Quantum ESPRESSO 7.5 calculations with the PBE functional and SSSP 1.3 efficiency potentials for hexagonal diamond, in one fixed 4-atom cell, on a series of k-point meshes. The plane-wave cutoff is 748.313 eV and the Methfessel-Paxton smearing width 0.05 eV. Energies are free energies, counted from the value on the 17,17,10 mesh.

```
sweep value  energy less tightest (meV/atom)  pressure (GPa)  gap (eV)
      2,2,1                            702.4          19.595     4.122
      4,4,2                             37.8           4.464     4.222
      5,5,3                             10.5           3.544     4.287
      7,7,4                              0.8           3.371     3.791
      9,9,5                              0.1           3.349     3.389
    11,11,6                              0.0           3.347     3.574
    12,12,7                              0.0           3.348     3.389
    14,14,8                              0.0           3.348     3.503
   17,17,10                              0.0           3.347     3.466
```

A gap that will not settle

The sweep value gives the number of k-points, the wave vectors at which electronic states are computed, along the three reciprocal axes. The crystal is hexagonal diamond, held in one fixed cell. Between the 9,9,5 and 11,11,6 meshes the energy changes by only 0.08 meV/atom, yet the gap rises by 0.185 eV. It returns to its old value at 12,12,7 and rises again at 14,14,8.

The order of the values gives the fault away. An error that simply shrank with the mesh spacing would not vanish at 12 in-plane divisions and reappear at 14. From 9,9,5 onward, the two meshes whose in-plane divisions are multiples of three agree on 3.389 eV, and the other three lie above it. The densest mesh is one of those three, so it is the wrong reference for the gap.

An average and a minimum

The energy is built largely from averages over the whole Brillouin zone, the repeating cell of wave vectors. In an insulator the filled bands together give a smooth periodic function, and equally spaced points integrate such a function very well: their errors largely cancel, and the remainder falls roughly exponentially as the mesh is refined. The table fits this picture, since each added in-plane division reduces the energy error, relative to the densest mesh, by a factor of about three to four up to 9,9,5.

The printed gap is a different kind of quantity. It is the distance from the highest filled to the lowest empty level among the points that happen to be on the mesh. No averaging helps here. If the bottom of the conduction band falls between mesh points, the program reports a higher level in its place, and the gap comes out too large.

Why three matters

In this crystal the conduction band is known to have its minimum at K, a corner of the hexagonal zone. K lies one third of the way along each of the two in-plane reciprocal axes. A mesh centred on the zone centre has points at whole multiples of 1/N, where N is the number of in-plane divisions, so it contains K only if N is divisible by three. The top of the valence band lies at the zone centre, which every such mesh contains. The centring and the position of the minimum are not read from the table, but together they account for its pattern.

For any other N, the nearest mesh point misses K by 1/(3N) along each axis. That is the fraction 1/N of the distance |K| from the zone centre to K:

q = |K|/N, with |K| = 4π/(3a)

Here q is the distance from K to the nearest point and a is the in-plane cell edge. Close to its minimum a band rises as the square of the distance, so that

gap(N) = gap(K) + C/N²

with C a constant set by the curvature of the band. The error therefore falls only as 1/N², and only along the series of meshes that miss K.

The right gap from two wrong meshes

Two meshes without K are enough to remove C. With 11 and 17 divisions:

gap(K) = (17² × 3.466 − 11² × 3.574)/(17² − 11²)
= (1001.67 − 432.45)/168
= 3.388 eV

The meshes that contain K give 3.389 eV, and neither entered this estimate. A straight line in q², fitted to the meshes with 11, 14 and 17 divisions, gives the same result, as the output below shows. This agreement supports a parabolic minimum at a point that the 9 and 12 meshes share; that the point is K comes from band theory.

Where the parabola ends

The formula holds near the minimum only. At 7,7,4, which was not in the fit, it gives a gap 0.056 eV too large, perhaps because the band rises less steeply on one side of K than on the other. Along the line from the zone centre through K, the nearest point of this mesh lies at 2/7, short of K at 1/3, while those of the three fitted meshes lie beyond it. At 4,4,2, which also stops short of K, the formula is 0.57 eV too high, and the lowest empty level may there belong to another part of the zone. The 5,5,3 mesh lies on the same side as the fitted ones and matches well, but this is weak support, since its electron density may not yet be converged.

The coarsest meshes have a second fault. The 4,4,2 mesh contains every point of 2,2,1, and with unchanged bands extra points could only lower the gap or leave it alone. It rises by 0.10 eV instead. The electron density, and with it the bands themselves, must still be changing with the mesh.

Choosing a mesh

The 7,7,4 mesh serves well for energy and pressure, but its gap is 0.40 eV above the value at K. Refining without regard to K is a slow cure: the parabola asks for about 47 in-plane divisions to bring the excess down to 10 meV. A mesh of 15 divisions should return to 3.389 eV, while one of 16 should again lie above it. The better course is to include K on purpose, by a multiple of three or by a separate band calculation with the converged density. This removes the sampling error only; PBE's usual underestimate of gaps remains.

Output of the analysis:

```
fit of result_gap on 3 rows ((N >= 11) & (q2 > 0)): constant 3.388 +/- 0.00013, coefficient of q2 8.148 +/- 0.0077; rms 4.24e-05, worst 14,14,8 -5.9e-05, leave-one-out rms 0.000182
  rows outside the fit (model, value, miss): 2,2,1 9.007, 4.122, 4.89; 4,4,2 4.793, 4.222, 0.571; 5,5,3 4.287, 4.287, 0.000314; 7,7,4 3.847, 3.791, 0.056; 9,9,5 3.388, 3.389, -0.000733; 12,12,7 3.388, 3.389, -0.000733
Gap and distance from K:
       row  distance to K (1/angstrom)  gap above 9-division mesh (eV)  parabola (eV)
     2,2,1                      0.8305                           0.733          9.007
     4,4,2                      0.4152                           0.833          4.793
     5,5,3                      0.3322                           0.898          4.287
     7,7,4                      0.2373                           0.402          3.847
     9,9,5                           0                               0          3.388
   11,11,6                       0.151                           0.185          3.574
   12,12,7                           0                               0          3.388
   14,14,8                      0.1186                           0.114          3.503
  17,17,10                      0.0977                           0.077          3.466
Gap of 12,12,7 less gap of 9,9,5 from finer output (meV): 0.064
Gap of 11,11,6 less gap of 9,9,5 (eV): 0.185
Energy of 9,9,5 less energy of 11,11,6 (meV/atom): 0.081
Gap of 14,14,8 less gap of 12,12,7 (eV): 0.114
Parabola at zero distance less gap of 9,9,5 (meV): -0.7334
Power of 1/N in the gap excess between 11 and 17 divisions: 2.014
In-plane effective mass from the parabola (electron masses): 0.4676
Divisions needed without K for a gap excess of 10 meV: 47.41
Gap of 4,4,2 less gap of 2,2,1 (eV): 0.1
Energy error reduction factor per added division from 2 to 5: 4.06
Energy error reduction factor per added division from 5 to 9: 3.295
Local power of 1/N in the energy error from 2 to 5: 4.588
Local power of 1/N in the energy error from 5 to 9: 8.115
Pressure of 7,7,4 less pressure of 17,17,10 (GPa): 0.024
```
